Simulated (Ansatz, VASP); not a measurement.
# Si25H8Cl2: VASP beside Ansatz, part 2 of 2

Wanted: the spread between two codes on one cell, functional and k mesh.  The structure shown is the end of the Ansatz relaxation below.

VASP 6.6.1 and Ansatz 0.2.0.

So far: Starting point; Ansatz: relaxation, PBE.

## Step 3: VASP: single point, PBE

Level of this step: PBE; plane waves and PAW (Cl, H, Si) (VASP).

The same cell, functional, mesh and smearing now go to VASP, with its own data sets and cutoff.

Lines of VASP's logs that name or quote its potential files are left out, and so is its time.

File INCAR:

```
SYSTEM = Si25H8Cl2
PREC = Accurate
ENCUT = 400
EDIFF = 1E-06
NELM = 100
ISMEAR = -1
SIGMA = 0.02
LREAL = Auto
ALGO = Fast
GGA = PE
NBANDS = 88
LORBIT = 11
LWAVE = .FALSE.
LCHARG = .FALSE.
NCORE = 8
ISIF = 0
LDIPOL = .TRUE.
IDIPOL = 3
DIPOL = 0.5 0.5 0.496
LVHAR = .TRUE.
```

File POSCAR:

```
Si25H8Cl2
1.0
    7.6791796437      0.0000000000      0.0000000000
    3.8395898218      6.6503646517      0.0000000000
    0.0000000000      0.0000000000     25.3684769138
Cl H Si
2 8 25
Direct
    0.1642085876      0.1049428528      0.7410188628
    0.7315834690      0.1035516041      0.7409277578
    0.1221214548      0.7573970512      0.7242610956
    0.5039294200      0.9926563587      0.6705765708
    0.9984403784      0.5052339660      0.6718084356
    0.4964396872      0.5050610972      0.6718204501
    0.0000000000      0.0000000000      0.2759330020
    0.5000000000      0.0000000000      0.2759330020
    0.0000000000      0.5000000000      0.2759330020
    0.5000000000      0.5000000000      0.2759330020
    0.0145338630      0.9716317695      0.7070446630
    0.9996992654      0.0007114353      0.6139225231
    0.5008716835      0.9984096619      0.6116716418
    0.0002689278      0.5012816085      0.6126309046
    0.4985049009      0.5012304310      0.6126427780
    0.8327462207      0.3345487494      0.5829492321
    0.3335825337      0.3328655034      0.5822268431
    0.8340931688      0.8336587277      0.5816287581
    0.3323671950      0.8336482383      0.5816381105
    0.8336214554      0.3327623932      0.4894839796
    0.3333375768      0.3333470904      0.4890842210
    0.8340935040      0.8335647328      0.4886393795
    0.3323897435      0.8335659894      0.4886525740
    0.1664198200      0.1670259510      0.4574617253
    0.6665667430      0.1670362550      0.4574589272
    0.1669785915      0.6661087660      0.4572171981
    0.6668024633      0.6664077207      0.4576940857
    0.1666666670      0.1666666670      0.3643795020
    0.6666666670      0.1666666670      0.3643795020
    0.1666666670      0.6666666670      0.3643795020
    0.6666666670      0.6666666670      0.3643795020
    0.0000000000      0.0000000000      0.3334847430
    0.5000000000      0.0000000000      0.3334847430
    0.0000000000      0.5000000000      0.3334847430
    0.5000000000      0.5000000000      0.3334847430
```

File KPOINTS:

```
Automatic mesh
0
Gamma
3 3 1
0 0 0
```

PAW data sets: Cl, H and Si (PBE family, release 64).

Started as:

```
mpirun -np 8 vasp_std
```

Numbers of over 12 decimals in the logs are rounded to 6 here.

The log of the run:

```text
[banner, memory and clock lines left out]
running    8 mpi-ranks, on    1 nodes
[...]
|                                                                             |
|           W    W    AA    RRRRR   N    N  II  N    N   GGGG   !!!           |
|           W    W   A  A   R    R  NN   N  II  NN   N  G    G  !!!           |
|           W    W  A    A  R    R  N N  N  II  N N  N  G       !!!           |
|           W WW W  AAAAAA  RRRRR   N  N N  II  N  N N  G  GGG   !            |
|           WW  WW  A    A  R   R   N   NN  II  N   NN  G    G                |
|           W    W  A    A  R    R  N    N  II  N    N   GGGG   !!!           |
|                                                                             |
|     For optimal performance we recommend to set                             |
|       NCORE = 2 up to number-of-cores-per-socket                            |
|     NCORE specifies how many cores store one orbital (NPAR=cpu/NCORE).      |
|     This setting can greatly improve the performance of VASP for DFT.       |
|     The default, NCORE=1 might be grossly inefficient on modern             |
|     multi-core architectures or massively parallel machines. Do your        |
|     Unfortunately you need to use the default for GW and RPA                |
|     calculations (for HF NCORE is supported but not extensively tested      |
|     yet).                                                                   |
|                                                                             |

 LDA part: xc-table for (Slater+PW92), standard interpolation
 POSCAR, INCAR and KPOINTS ok, starting setup
[...]
entering main loop
       N       E                     dE             d eps       ncg     rms          rms(c)
DAV:   1     0.528105132284E+03    0.52811E+03   -0.36060E+04   880   0.850E+02
DAV:   2    -0.104606417423E+03   -0.63271E+03   -0.60821E+03  1224   0.177E+02
DAV:   3    -0.170713642652E+03   -0.66107E+02   -0.65229E+02  1032   0.557E+01
DAV:   4    -0.173294068807E+03   -0.25804E+01   -0.25676E+01  1192   0.127E+01
[...]
RMM:  26    -0.168460071955E+03   -0.41344E-05   -0.33326E-07   675   0.107E-03    0.305E-04
RMM:  27    -0.168460073442E+03   -0.14878E-05   -0.67369E-08   475   0.745E-04    0.253E-04
RMM:  28    -0.168460074241E+03   -0.79877E-06   -0.27538E-08   434   0.649E-04
   1 F= -.16846007E+03 E0= -.16846007E+03  d E =-.201532E-11
```

From OUTCAR (step 3):

```text
 POSITION                                       TOTAL-FORCE (eV/Angst)
 -----------------------------------------------------------------------------------
      1.66392      0.69791     18.79852        -0.057943     -0.032654     -0.030873
      6.01556      0.68866     18.79621         0.049244     -0.025970     -0.021444
      3.84589      5.03697     18.37340         0.000980      0.012546     -0.006504
      7.68116      6.60153     17.01151        -0.002679      0.000982     -0.003654
      9.60709      3.35999     17.04276        -0.000137     -0.001617     -0.007273
      5.75148      3.35884     17.04306         0.000175     -0.001272     -0.007017
      0.00000      0.00000      7.00000        -0.000012     -0.000172     -0.770155
      3.83959      0.00000      7.00000         0.000014     -0.002193     -0.769325
      1.91979      3.32518      7.00000        -0.003402      0.001058     -0.771867
      5.75938      3.32518      7.00000         0.003550      0.001058     -0.771911
      3.84228      6.46171     17.93665         0.005204      0.047645      0.056858
      7.67960      0.00473     15.57428         0.003658     -0.006874     -0.000400
      7.67977      6.63979     15.51718        -0.000841      0.000332     -0.000007
      1.92678      3.33371     15.54151         0.001309      0.000807      0.005364
[...]
-----------------------------------------------------------------------------------
    total drift:                                0.000789      0.002542     -0.012705

  FREE ENERGIE OF THE ION-ELECTRON SYSTEM (eV)
  ---------------------------------------------------
  free  energy   TOTEN  =      -168.4600742412 eV

  energy  without entropy=     -168.4600742412  energy(sigma->0) =     -168.46007424

[... 3 further parts left out ...]
[key lines of the parts left out:]
E-fermi :   0.0363
```

## Step 4: Side by side

Known differences besides the PAW data sets themselves: the cutoff is 420 eV in Ansatz and 400 eV in VASP (PREC = Accurate, projectors in real space); VASP leaves aspherical gradient terms in its spheres out (LASPH is not set), Ansatz keeps them. Total energies have different zeros and are not compared.

The two programs side by side:

```csv
quantity,Ansatz,VASP,difference
gap on the k mesh (eV),1.131,1.133,-0.002
```

Forces on 10 of the 35 atoms, picked by the larger force of the two programs (eV/Å; atoms numbered as in POSCAR):

```csv
atom,"Ansatz x, y, z","VASP x, y, z"
H7,"0.000, 0.000, -0.777","0.000, 0.000, -0.770"
H8,"0.000, -0.002, -0.776","0.000, -0.002, -0.769"
H9,"-0.003, 0.001, -0.779","-0.003, 0.001, -0.772"
H10,"0.004, 0.001, -0.779","0.004, 0.001, -0.772"
Si11,"0.005, 0.017, 0.018","0.005, 0.048, 0.057"
Si30,"0.001, -0.013, -0.117","0.001, -0.013, -0.116"
Si32,"0.000, -0.002, 0.852","0.000, -0.002, 0.848"
Si33,"0.000, 0.005, 0.865","0.000, 0.004, 0.861"
Si34,"0.008, -0.001, 0.842","0.008, -0.002, 0.838"
Si35,"-0.008, -0.002, 0.842","-0.008, -0.002, 0.838"
```

The forces differ by 8.3 meV/Å r.m.s., which is 3.7 % of the r.m.s. force of 0.22 eV/Å (both taken over all components).

## Step 5: Outcome

```yaml
r_m_s_force_difference_single_point_pbe: 3.7 % of the r.m.s. force
```

The r.m.s. force difference is 3.7 % of the r.m.s. force (single point, PBE), beyond the 3 % picked in this series as the mark of a large difference. Differences of this kind measure data sets and numerical settings, not the functional's error against experiment.

[Lines on the potential files, build, host, timing and source positions are cut from VASP's logs without a mark.]

[Logs are printed without paths, hosts, clocks, repeated set-up lines and the standing remarks that a program may print on its own settings, such as how far it seeks lower states.]

[Hosts, paths, dates, database ids (printed as entryN), source tags and the programs' standing remarks are cut or masked in the printed files.]
